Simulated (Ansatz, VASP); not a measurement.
# Mg in VASP and in Ansatz

File INCAR:

```
  PREC = Accurate
  ENCUT = 600
  EDIFF = 1E-7
  ISMEAR = 0
  SIGMA = 0.1
  LREAL = False
  LASPH = True
  NELM = 100
  ALGO = Normal
  ISIF = 3
  LWAVE = False
  LCHARG = False
  GGA = CA
  IBRION = 2
  NSW = 100
  EDIFFG = -0.005
```

KPOINTS

```
Automatic mesh
0
Gamma
  15 15 8
```

The input POSCAR:

```
Mg
1.0
    3.2092715325      0.0000000000      0.0000000000
   -1.6046357662      2.7793106748      0.0000000000
    0.0000000000      0.0000000000      5.2103300000
Mg
2
Direct
    0.3333333333      0.6666666667      0.2500000000
    0.6666666667      0.3333333333      0.7500000000
```

Input for Ansatz:

```yaml
crystal:
  lattice:
    - [3.2092715325, 0.0, 0.0]
    - [-1.6046357662, 2.7793106748, 0.0]
    - [0.0, 0.0, 5.21033]
  atoms:
    - { symbol: Mg, position: [0.3333333333, 0.6666666667, 0.25] }
    - { symbol: Mg, position: [0.6666666667, 0.3333333333, 0.75] }
basis:
  ecutwfc: 420
kpoints:
  mp_grid: { grid: [15, 15, 8] }
hamiltonian:
  xc: lda
scf:
  occupations: { method: gaussian, width: 0.1 }
output:
  forces: true
  stress: true
  eigenvalues: true
  write_density: true
  write_potential: true
  elf: true
  volumetric_format: npy
relax:
  adjacent_minimum: "off"
  f_tol: 0.005
  max_steps: 80
  cell: { stress_tol: 0.05 }
```

Alike in both runs: task relaxation of cell and atoms; functional LDA; k mesh 15 × 15 × 8; occupations gaussian, width 0.1 eV; no spin polarisation.

|  | VASP | Ansatz |
| --- | --- | --- |
| version | VASP 6.6.1 | Ansatz 0.2.0 |
| potentials or method | VASP PAW LDA potentials, release 64 (Mg) | scalar-relativistic, plane waves, PAW |
| plane-wave cutoff (eV) | 600 | 420 |
| valence electrons in the cell | 4 | 20 |

VASP gave:

- gap on the k mesh at the Fermi level, each at its own relaxed structure (eV): none
- relaxed volume (Å³/atom): 21.41
- relaxed cell length with the largest relative difference (Å): 3.137
- energy change over the relaxation (meV/atom): -18

What did Ansatz give for the same quantities?

gap on the k mesh at the Fermi level, each at its own relaxed structure (eV): none; relaxed volume (Å³/atom): 21.60; relaxed cell length with the largest relative difference (Å): 3.147; energy change over the relaxation (meV/atom): -14.

A gap of «none» marks a metal or a gap that the smearing closes. The two sets of potentials don't hold the same shells in valence.

LDA usually gives volumes a few per cent too small. Zero-point motion and thermal expansion aren't in these numbers.
